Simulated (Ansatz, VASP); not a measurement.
One calculation of C, two programs

```
CELL_PARAMETERS angstrom
0.00000 1.55999 2.33998
1.55999 0.00000 2.33998
1.55999 1.55999 0.00000
ATOMIC_POSITIONS crystal
C 0.50000 0.50000 0.50000
C 0.75000 0.75000 0.75000
```

Alike in both runs: task single point; functional PBE; k mesh 12 × 12 × 12; occupations gaussian, width 0.05 eV; no spin polarisation.

|  | VASP | Ansatz |
| --- | --- | --- |
| version | VASP 6.6.1 | Ansatz 0.2.0 |
| potentials or method | VASP PAW PBE potentials, release 64 (C) | scalar-relativistic, plane waves, PAW |
| plane-wave cutoff (eV) | 520 | 420 |
| valence electrons in the cell | 8 | 8 |

```tsv
	VASP	Ansatz	Ansatz less VASP
gap on the k mesh at the Fermi level (eV)	none	none	-
pressure (GPa)	10.1	9.7	-0.40
largest component of the traceless stress (GPa)	260.80	261.40	+0.604
```

A gap of «none» marks a metal or a gap that the smearing closes.
